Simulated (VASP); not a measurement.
Here is a VASP 6.6.1 calculation.

POSCAR

```
RbBr
1.0
   -0.0000000000      3.4260584454      3.4260584454
    3.4260584454      0.0000000000      3.4260584454
    3.4260584454      3.4260584454     -0.0000000000
  Rb              Br
     1     1
Direct
     1.0000000000000000    0.0000000000000000    0.0000000000000000
     0.5000000000000000    0.5000000000000000    0.5000000000000000
```

File INCAR.step1:

```
PREC = Accurate
ENCUT = 600
EDIFF = 1E-8
ISMEAR = 0
SIGMA = 0.03
LREAL = False
LASPH = True
NELM = 80
ALGO = Normal
ISIF = 3
LWAVE = False
LCHARG = False
GGA = PS
PSTRESS = -15.0
IBRION = 2
NSW = 40
EDIFFG = -0.002
```

INCAR.step2

```
PREC = Accurate
ENCUT = 600
EDIFF = 1E-8
ISMEAR = 0
SIGMA = 0.03
LREAL = False
LASPH = True
NELM = 80
ALGO = Normal
ISIF = 2
LWAVE = False
LCHARG = False
GGA = PS
PSTRESS = -15.0
IBRION = 6
NFREE = 2
POTIM = 0.015
NSW = 1
```

File KPOINTS:

```
regular mesh
0
Gamma
  8 8 8
```

Potentials or basis: VASP PAW PBE potentials, release 64 (Rb_sv, Br).

Run with:

```console
$ cat potpaw_PBE.64/Rb_sv/POTCAR potpaw_PBE.64/Br/POTCAR > POTCAR
$ cp INCAR.step1 INCAR
$ mpirun -np 1 vasp_std > vasp.out
$ cp CONTCAR POSCAR
$ cp INCAR.step2 INCAR
$ mpirun -np 1 vasp_std > vasp.out
```

Question: Predict the highest phonon frequency at Γ, LO-TO splitting left out.

Answer: 51 cm⁻¹.

Question: Estimate the space group after relaxing (to 0.05 Å).

Answer: Fm-3m (No. 225).

Question: What does it give for the relaxed volume?

Answer: 47.40 Å³/atom.

Question: Estimate the relaxed cell.

Answer: a = 5.118 Å, b = 5.118 Å, c = 5.118 Å, α = 60.00°, β = 60.00°, γ = 60.00°.

Final structure:
```cif
data_structure
_symmetry_space_group_name_H-M 'P 1'
_symmetry_Int_Tables_number 1
_cell_length_a 5.1180
_cell_length_b 5.1180
_cell_length_c 5.1180
_cell_angle_alpha 60.000
_cell_angle_beta 60.000
_cell_angle_gamma 60.000
_cell_volume 94.80
loop_
_atom_site_label
_atom_site_type_symbol
_atom_site_fract_x
_atom_site_fract_y
_atom_site_fract_z
_atom_site_occupancy
Rb1 Rb 0.00000 0.00000 0.00000 1
Br1 Br 0.50000 0.50000 0.50000 1
```

Caveat: the volume moved by over 15 % at a fixed basis, so the end points are rough; the PAW data sets were made with another functional, which shifts forces and pressure a little.
